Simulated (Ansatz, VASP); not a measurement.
# BN: VASP beside Ansatz

```xyz
2
Lattice="2.4950 0.0022 -0.2351 -1.2383 2.1661 0.2351 -0.9369 -0.9053 3.3513" Properties=species:S:1:pos:R:3 pbc="T T T"
B     1.2507    2.1552   -0.0205
N     0.3075   -0.1947    3.2495
```

Alike in both runs: functional PBE; dispersion D3(BJ); k mesh 12 × 12 × 12; no spin polarisation.

Ansatz relaxed the structure, and its values are those at the end. VASP's run is a single point on that final structure, the one shown.

|  | VASP | Ansatz |
| --- | --- | --- |
| version | VASP 6.6.1 | Ansatz 0.2.0 |
| potentials or method | VASP PAW PBE potentials, release 64 (B, N) | scalar-relativistic, plane waves, PAW |
| plane-wave cutoff (eV) | 520 | 420 |
| occupations | gaussian, width 0.01 eV | fixed |
| valence electrons in the cell | 8 | 8 |

Ansatz gave:

```
gap on the k mesh at the Fermi level (eV) : 4.23
least direct gap on the mesh (eV)         : 4.69
pressure (GPa)                            : 0.0
```

What did VASP give for the same quantities?

gap on the k mesh at the Fermi level (eV): 4.22; least direct gap on the mesh (eV): 4.69; pressure (GPa): 0.1.

Ansatz warned: «structure_snapped_to_symmetry».

A k mesh can miss the band edges.
